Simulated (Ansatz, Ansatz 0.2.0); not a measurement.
# Lattice constants of ferroelectric LiNbO3: r2SCAN compared with PBEsol and LDA

## Experimental context

My reference for the axes is the near-stoichiometric crystal in "Structure, Optical Properties and Physicochemical Features of LiNbO3:Mg,B Crystals Grown in a Single Technological Cycle: An Optical Material for Converting Laser Radiation" (2023, PubMed Central 10342982): $a = 5.1428$ Å and $c = 13.8443$ Å from Rietveld refinement. The fine powder in "Molten Chlorides as the Precursors to Modify the Ionic Composition and Properties of LiNbO3 Single Crystal and Fine Powders" (2022, PubMed Central 9142969) has both axes about 0.2 % longer and supplies the volume, 318.91 Å³. A flux-grown single crystal in "Crystallographic and optical study of LiNb1 − xTaxO3" (2017, PubMed Central 5642313) lies between them. Temperatures are not given with the values. The nearly equal relative offset of both reference axes from the powder makes me suspect a calibration or sample-displacement error, though composition may also contribute.

| compared with | measured | source's wording or label | method |
| --- | --- | --- | --- |
| a (Å) | 5.1428 | a, hexagonal setting | XRD, Rietveld refinement * |
| c (Å) | 13.8443 | c, hexagonal setting | XRD, Rietveld refinement * |
| conventional cell volume (Å³) | 318.91 | hexagonal cell volume | powder X-ray diffraction |
| a (Å) | 5.146 ± 0.001 | 5.146 ± 0.001 A | single-crystal XRD |
| a (Å) | 5.15252 | a, hexagonal setting | powder X-ray diffraction |
| c (Å) | 13.859 ± 0.005 | 13.859 ± 0.005 A | single-crystal XRD |
| c (Å) | 13.8707 | 13.87072 A | powder X-ray diffraction |

Where a quantity has several values, deviations refer to the one marked *.

Conditions are those given with the value in the passage it was taken from; "not stated" means there, and the paper may say more elsewhere. The values are a selection: others may have been left out beforehand as unlike or outlying.

## Aim and plan

I want both axes of the R3c cell within 1 % and the volume within 2 %. One per cent is fine enough to expose the usual errors of a functional, yet leaves room for differences between samples and for thermal and zero-point expansion, roughly a few tenths of a per cent in length, which a static relaxation omits. The volume limit also catches two axis errors of the same sign that add up.

The model is the ideal stoichiometric crystal, ten atoms in the primitive cell, non-magnetic, with cell and atoms relaxed. The diffraction cell I start from is about 0.2 % longer than the reference along both axes, so agreement has to be judged after relaxation.

I go straight to r2SCAN. LDA usually makes oxides too small; PBE makes them too large and tends to exaggerate polar distortions. A meta-GGA costs more than either but should treat the Nb–O bonding and the cell shape in better balance. I will check the k mesh at this level, then look at the plane-wave cutoff and set PBEsol beside the result for scale.

System: LiNbO3 (lithium niobate), ferroelectric R3c; R3c (No. 161), 10 atoms in the primitive cell; the database structure is a diffraction structure: a = 5.152 Å, c = 13.869 Å; structure from the Crystallography Open Database.

## 1. r2SCAN and its k mesh

I relax the crystal with r2SCAN on a 6×6×6 mesh and repeat it on 3×3×3. For a wide-gap insulator I expect the two meshes to agree far more closely than the 1 % target, and both axes to fall inside it.

**Run 1.** Ansatz 0.2.0: r2SCAN, cell and atoms relaxed from the database structure, PAW set soft_2, cutoff 500 eV (default), 6x6x6 k mesh, Gaussian smearing 0.02 eV.

Key lines of the input:
```
crystal:
  # lattice and atoms
kpoints:
  mp_grid: { grid: [6, 6, 6] }
hamiltonian:
  xc: r2scan
scf:
  occupations: { method: gaussian, width: 0.02 }
output:
  forces: true
  stress: true
relax:
  adjacent_minimum: "off"
  f_tol: 0.005
  max_steps: 60
  cell: { stress_tol: 0.03 }
```

Command:
```
ansatz run input.yaml --threads 8 --pin off --max-ram 16384MiB --backend cpu --events-out ev --progress --plain --runs-dir out
```

Selected lines of the output:
```
Basis set: ecut = 500 eV, 2669 PW (Γ) [...]
k-points: 32 of 216 (time reversal used)
relax step   1: F+E_penalty+E_count = -12961.38787202 eV  [...]  max|allowed force component| = 1.030e-1 eV/Å  [...]  P = +0.448 GPa  Ω = 106.252 Å³  (7 SCF iters, dr2 threshold 1.00e-7 eV [...]
relax step   2: F+E_penalty+E_count = -12961.39162338 eV  [...]  max|allowed force component| = 4.625e-2 eV/Å  [...]  P = -0.252 GPa  Ω = 106.283 Å³  [...]
[...]
relax step   7: F+E_penalty+E_count = -12961.39401217 eV  [...]  max|allowed force component| = 1.388e-3 eV/Å  [...]  P = -0.013 GPa  Ω = 105.806 Å³  [...]
relax step   8: F+E_penalty+E_count = -12961.39375939 eV  [...]  max|allowed force component| = 1.422e-3 eV/Å  [...]  P = -0.011 GPa  Ω = 105.806 Å³  [...]
--- Relaxed structure (7 steps of the walk, 7 accepted, 1 SCFs on fresh bases) ---
  cell:  # Å, volume = 105.8055 Å³
    - [2.5688421661620082, 1.4831217161392967, 4.628527132048485]
    - [-2.5688421661620082, 1.4831217161392967, 4.628527132048485]
    - [0.0, -2.9662434322785933, 4.628527132048485]
```

Converged; 28 s on 8 cores of Arm Neoverse V2, shared host.

**Run 2.** Ansatz 0.2.0: r2SCAN, cell and atoms relaxed from the database structure, PAW set soft_2, cutoff 500 eV (default), 3x3x3 k mesh, Gaussian smearing 0.02 eV.

Key lines of the input, as changed from run 1:
```diff
  kpoints:
-   mp_grid: { grid: [6, 6, 6] }
+   mp_grid: { grid: [3, 3, 3] }
```

Selected lines of the output:
```
  cell:  # Å, volume = 105.8104 Å³
```

Converged; 9 s on the same hardware.

| quantity | run 1 | run 2 | measured |
| --- | --- | --- | --- |
| a (Å) | 5.1377 | 5.1374 | 5.1428 |
| c (Å) | 13.886 | 13.888 | 13.8443 |
| conventional cell volume (Å³) | 317.42 | 317.43 | 318.91 |

On the denser mesh r2SCAN puts $a$ 0.10 % below the reference and $c$ 0.30 % above it. The volume is 0.47 % below the powder value. All three lie well inside their limits. The opposite signs on the axes mean that the computed cell is slightly too elongated, by about 0.4 % in $c/a$. A common scale error in the diffraction would largely cancel in that ratio, so the calibration I distrust doesn't explain it.

The two meshes differ by 0.0003 Å in $a$ and 0.002 Å in $c$, about what the stress threshold of the relaxations allows. For this purpose 6×6×6 is dense enough.

## 2. Cutoff test and PBEsol for scale

The basis is the remaining numerical question. I test it with LDA, at the default cutoff and at 590 eV, using the same PAW set. This shows how sensitive the cell is to the cutoff in LDA; for r2SCAN, with its higher default and its more demanding density dependence, it is only indirect evidence. I expect a shift well below 1 %, and an LDA cell smaller than the r2SCAN one.

PBEsol is the neighbouring level I want for scale. It is built for lattice constants of solids and should come close to r2SCAN; I am curious whether it also makes $c/a$ too large.

**Run 3.** Ansatz 0.2.0: PBEsol, cell and atoms relaxed from the database structure, PAW set soft_2, cutoff 420 eV (default), 6x6x6 k mesh, Gaussian smearing 0.02 eV.

Key lines of the input, as changed from run 1:
```diff
  hamiltonian:
-   xc: r2scan
+   xc: pbesol
```

Selected lines of the output:
```
  cell:  # Å, volume = 105.2165 Å³
```

Converged; 17 s on the same hardware.

**Run 4.** Ansatz 0.2.0: LDA, cell and atoms relaxed from the database structure, PAW set soft_2, cutoff 420 eV (default), 6x6x6 k mesh, Gaussian smearing 0.02 eV.

Key lines of the input, as changed from run 1:
```diff
  hamiltonian:
-   xc: r2scan
+   xc: lda
```

Selected lines of the output:
```
  cell:  # Å, volume = 101.4640 Å³
```

Converged; 19 s on the same hardware.

**Run 5.** Ansatz 0.2.0: LDA, cell and atoms relaxed from the database structure, PAW set soft_2, cutoff 590 eV, 6x6x6 k mesh, Gaussian smearing 0.02 eV.

Key lines of the input, as changed from run 4:
```diff
+ basis:
+   ecutwfc: 590.0
```

Command:
```
ansatz run input.yaml --threads 4 --pin off --max-ram 16384MiB --backend cpu --events-out ev --progress --plain --runs-dir out
```

Selected lines of the output:
```
  cell:  # Å, volume = 101.4572 Å³
```

Converged; 18 s on 4 cores of AMD EPYC 9R45 96, shared host.

| quantity | run 3 | run 4 | run 5 | measured |
| --- | --- | --- | --- | --- |
| a (Å) | 5.1345 | 5.0674 | 5.0671 | 5.1428 |
| c (Å) | 13.825 | 13.688 | 13.688 | 13.8443 |
| conventional cell volume (Å³) | 315.65 | 304.39 | 304.37 | 318.91 |

PBEsol also meets all three limits: $a$ is 0.16 % and $c$ 0.14 % below the reference, and the volume is 1.0 % below the powder value. Part of that volume difference belongs to the powder, whose axes are longer than those of the reference crystal. My question about the shape is answered: PBEsol shortens both axes almost equally and reproduces the measured $c/a$ to within a few hundredths of a per cent. The excess elongation in r2SCAN is therefore not common to both functionals.

LDA fails on every count, with $a$ 1.5 %, $c$ 1.1 % and the volume 4.6 % too small. Raising its cutoff from the default to 590 eV changes $a$ by 0.0003 Å and leaves $c$ the same to the printed precision, so the basis doesn't account for the contraction. For LDA the default cutoff is ample at the 1 % level.

## 3. LDA with other potentials

I have ruled out the cutoff as the source of the LDA contraction, but not the PAW set. I therefore repeat the LDA relaxation with norm-conserving PseudoDojo potentials before I blame the functional. I expect the cell to stay too small, with a change of at most a few tenths of a per cent in length. The test applies directly to LDA; for the PAW set in r2SCAN it is only indirect evidence.

**Run 6.** Ansatz 0.2.0: LDA, PseudoDojo norm-conserving pseudopotentials, cell and atoms relaxed from the database structure, cutoff 1143 eV (default), 6x6x6 k mesh, Gaussian smearing 0.02 eV.

Key lines of the input, as changed from run 4:
```diff
  hamiltonian:
+   pseudopotentials: { kind: nc, accuracy: standard }
```

Selected lines of the output:
```
  cell:  # Å, volume = 101.3047 Å³
```

Converged; 52 s on the same hardware.

| quantity | run 6 | measured | deviation |
| --- | --- | --- | --- |
| a (Å) | 5.0647 | 5.1428 | −0.0781 (−1.5 %) |
| c (Å) | 13.681 | 13.8443 | −0.163 (−1.2 %) |
| conventional cell volume (Å³) | 303.91 | 318.91 | −15.00 (−4.7 %) |

The norm-conserving potentials make the LDA cell slightly smaller still: both axes shorten by about 0.05 % and the volume by 0.16 % relative to the PAW run at its default cutoff. That is small beside the LDA errors of more than 1 % in length, and it goes in the wrong direction to repair them. With the cutoff already tested, I attribute most of the contraction to the LDA functional itself.

The close agreement also speaks for the PAW set in LDA. It doesn't test that set with r2SCAN, where the potentials may respond differently.

## Overview

| run | settings | a (Å) | c (Å) | conventional cell volume (Å³) | cost |
| --- | --- | --- | --- | --- | --- |
| 1 | r2SCAN, cutoff 500 eV | 5.1377 | 13.886 | 317.42 | 3.7 core-min |
| 2 | r2SCAN, cutoff 500 eV, 3x3x3 mesh | 5.1374 | 13.888 | 317.43 | 72 core-s |
| 3 | PBEsol, PAW set soft_2, cutoff 420 eV (default), 6x6x6 k mesh | 5.1345 | 13.825 | 315.65 | 2.2 core-min |
| 4 | LDA, PAW set soft_2, cutoff 420 eV (default), 6x6x6 k mesh | 5.0674 | 13.688 | 304.39 | 2.5 core-min |
| 5 | LDA, cutoff 590 eV | 5.0671 | 13.688 | 304.37 | 72 core-s |
| 6 | LDA, PseudoDojo, cutoff 1143 eV | 5.0647 | 13.681 | 303.91 | 3.4 core-min |
|  | measured | 5.1428 | 13.8443 | 318.91 |  |

Further runs on the same system, made beside this series (convergence steps with loose settings among them):

| further | settings | a (Å) | c (Å) | conventional cell volume (Å³) | cost |
| --- | --- | --- | --- | --- | --- |
| F1 | r2SCAN+rVV10, cutoff 500 eV | 5.1162 | 13.839 | 313.71 | 3.9 core-min |
| F2 | PBEsol+D3(BJ), PAW set soft_2, cutoff 420 eV (default), 6x6x6 k mesh | 5.0846 | 13.726 | 307.32 | 65 core-s |
| F3 | PBE+D3(BJ), PAW set soft_2, cutoff 420 eV (default), 6x6x6 k mesh | 5.1309 | 13.889 | 316.65 | 65 core-s |
| F4 | BLYP, PAW set soft_2, cutoff 420 eV (default), 6x6x6 k mesh | 5.2331 | 14.163 | 335.91 | 80 core-s |
| F5 | BLYP+D3(BJ), PAW set soft_2, cutoff 420 eV (default), 6x6x6 k mesh | 5.1100 | 13.891 | 314.12 | 92 core-s |
| F6 | PBE, PAW set soft_2, cutoff 420 eV (default), 6x6x6 k mesh | 5.1895 | 14.014 | 326.86 | 2.3 core-min |
| F7 | LDA, 3x3x3 mesh | 5.0668 | 13.691 | 304.38 | under 1 core-min |
|  | measured | 5.1428 | 13.8443 | 318.91 |  |

## Assessment

r2SCAN, the level I committed to, meets the target: $a$ is 0.10 % below the reference, $c$ 0.30 % above it, and the volume 0.47 % below the powder value, for 3.7 core-minutes. The call also holds against the powder's longer axes, so the suspected calibration offset doesn't decide it.

The small volume error owes something to the opposite signs on the axes. r2SCAN makes $c/a$ about 0.4 % too large, and PBE does nearly the same, so my hope that the meta-GGA would balance the cell shape better wasn't borne out. Lithium niobate expands more along $a$ than along $c$ on heating, which may explain part of the excess in a static cell.

PBEsol passes too, at 2.2 core-minutes, and its static cell comes closer to the measured shape, though the stronger expansion along $a$ would narrow that lead. Both its axes are about 0.15 % short, a deficit that thermal and zero-point expansion of a few tenths of a per cent could close. The same expansion would take the r2SCAN $c$ further above the reference, though probably still within 1 %. I would start from PBEsol next time.

Plain PBE fails on $c$ and volume. D3 brings it within the limits by offsetting its overexpansion, but makes PBEsol miss those on $a$ and the volume; that contraction is no general improvement. LDA fails throughout.

The mesh test showed that the r2SCAN result doesn't hinge on the k mesh. The LDA cutoff and potential checks showed that LDA's contraction is mainly the functional's, but they supported the main result only indirectly. Tests of the cutoff and potentials with r2SCAN itself are not shown in this report. Sample composition matters little at this target: lithium deficiency enlarges real crystals only slightly compared with my stoichiometric model.

[Logs are printed without paths, hosts, clocks, repeated set-up lines and the standing remarks that a program may print on its own settings, such as how far it seeks lower states.]

[The runs shown are a pick from a larger set of finished runs; failed, doubtful and other runs were left out of it ahead of writing. So were measured values far from every level or from commonly accepted values, and agreement can look better than it is. Lines of input and output are excerpts and may be shortened.]
